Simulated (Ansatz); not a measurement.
LiI (rock salt) is sheared across one {110} plane: the third cell vector gains the shift, so faults repeat every 6.4 Å. The cut lies between planes 2.13 Å apart; the cell height is held.

```
LiI
1.0
    4.25610     0.00000     0.00000
    0.00000     6.01904     0.00000
    2.12805     3.00952     6.38416
I Li
3 3
Direct
  0.00000   0.00000   0.83333
  0.33333   0.33333   0.16667
  0.66667   0.66667   0.50000
  0.00000   0.50000   0.83333
  0.33333   0.83333   0.16667
  0.66667   0.16667   0.50000
```

In-plane vectors a = (4.256, 0.000) Å, b = (0.000, 6.019) Å, area 25.62 Å². The shift is x·a + y·b, and the map repeats with period 1 in x and y. The shift is rigid: no atom relaxes. γ = [E(shift) − E(0)] / area.

All values below come from PBE (plane waves to 420 eV, PAW, scalar-relativistic; Ansatz, an electronic-structure program). k mesh 7×7×7 (Γ-centred), Fermi-Dirac smearing 0.05 eV. E is the zero-smearing estimate. As the smearing reaches across the gap at some points, the k mesh leaves noise in γ, roughly 0.02 J/m² as judged from a few cases. Faults lie only 6.4 Å apart, and holding the cell height and the atoms raises γ above its relaxed value. LiI was relaxed with its symmetry unable to fall. Spin-orbit coupling is left out, though I is heavy. The last digit holds for this mesh only.

Changes of γ (J/m²) from the point x = 0.000, y = 0.000 when one coordinate moves alone (two changes are said to add if the coupling is within 5 % of the smaller one, nearly so within 20 %):

```tsv
point	change
x = 0.167, y = 0.000	0.135
x = 0.333, y = 0.000	0.665
x = 0.500, y = 0.000	1.096
x = 0.667, y = 0.000	0.665
x = 0.833, y = 0.000	0.135
x = 0.000, y = 0.167	0.322
x = 0.000, y = 0.333	1.376
x = 0.000, y = 0.500	2.160
x = 0.000, y = 0.667	1.376
x = 0.000, y = 0.833	0.322
```

Question: Do the two effects add at x = 0.500, y = 0.667? Give the computed change.

Answer: The sum of the single changes is 1.096 + (1.376) = 2.472; the calculation gives 4.434, so the coupling contributes 1.962 (over 20 % of the smaller single change, not additive).

Question: Do the two effects add at x = 0.500, y = 0.500? Give the computed change.

Answer: The sum of the single changes is 1.096 + (2.160) = 3.256; the calculation gives 6.797, so the coupling contributes 3.541 (over 20 % of the smaller single change, not additive).

(The slope of γ gives the shear force per area between the displaced halves; near zero shift its curvature is an elastic stiffness.)
